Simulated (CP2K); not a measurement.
Si:

```xyz
2
Lattice="3.8493 0.0000 0.0000 1.9246 3.3336 0.0000 1.9246 1.1112 3.1429" Properties=species:S:1:pos:R:3 pbc="T T T"
Si    3.8493    2.2224    1.5715
Si    5.7739    3.3336    2.3572
```

Base run:

```yaml
Program: CP2K 2026.2
Functional: TASK
Potentials_or_basis: POTENTIAL_UZH Si GTH-PBE-q4; TZVP-MOLOPT-PBE-GTH basis
Density_cutoff: 9184 eV
k_mesh: 8 × 8 × 8
Occupations: fermi-dirac, width 0.05 eV
Spin: no spin polarisation
```

Its results: band gap on the k mesh 1.03 eV, indirect (least direct gap 2.71 eV); pressure 2.0 GPa.

Problem. After a change of settings the same cell gave: band gap on the k mesh 0.92 eV, indirect (least direct gap 2.66 eV); pressure 0.0 GPa. Which change was it?
A. functional from TASK to BEEF-vdW
B. functional from TASK to PBEsol
C. functional from TASK to LDA
D. functional from TASK to optB88-vdW

Solution. A.

Caveats: the potentials were made for another functional, which shifts forces and pressure; the basis of atomic orbitals isn't converged, which shifts pressures, moduli and gaps.

Runs at the PBE level aren't shown here.
